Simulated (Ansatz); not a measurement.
This Fe5Pt structure is the end of a relaxation. The cell was found from a structure generator's guess, not taken from experiment.

Level of theory: DFT PBE, scalar-relativistic, plane waves, PAW (Ansatz 0.2.0). Cutoff 420 eV, Γ-centred mesh, Gaussian smearing, collinear spin.

```
Fe Pt
1.0
     2.89134    0.00000    0.00000
     0.00000    2.89134    0.00000
     0.00000    0.00000    8.98397
Fe Pt
5 1
Direct
  0.50000 0.50000 0.18796
  0.00000 0.00000 0.34178
  0.50000 0.50000 0.50000
  0.00000 0.00000 0.65822
  0.50000 0.50000 0.81204
  0.00000 0.00000 0.00000
```

Formation energies are uncorrected and refer to the elements' standard structures at the same level.

Question: What space group does it have?

Answer: P4/mmm (No. 123), with Fe and Pt ordered on bcc sites. Conventional cell: a = 2.891 Å, c = 8.984 Å. Around Fe on a site of symmetry 4mm lie 4 Fe at 2.47 Å, 4 Pt at 2.65 Å and 5 Fe at 2.80–2.89 Å; Fe on a second site of symmetry 4mm is surrounded by 8 Fe at 2.47–2.49 Å, 5 Fe at 2.84–2.89 Å and 1 Pt at 3.07 Å; Fe on a site of symmetry 4/mmm is surrounded by 8 Fe at 2.49 Å and 6 Fe at 2.80–2.89 Å; around Pt lie 8 Fe at 2.65 Å, 4 Pt at 2.89 Å and 2 Fe at 3.07 Å.

Question: How far does it lie from the elements in energy?

Answer: −0.04 eV/atom. It lies below the elements, which doesn't yet make it stable against other compounds or structures.

Question: Is it a metal?

Answer: Yes, bands cross the Fermi level on the 14×14×4 mesh.

Question: Which magnetic moments does it keep?

Answer: 2.25 μB per atom net, the space between the atoms included; by site: Fe 2.8 (×2), 2.5 (×3); Pt 0.5 μB.

The last run used collinear spin, a 14×14×4 mesh (in the run's order of axes) for its 6-atom cell and Gaussian smearing of 0.10 eV. Spin–orbit coupling, which can matter for Pt, is left out. Another magnetic order may lie lower. Symmetry constrained the relaxation, so the result can be a saddle point.
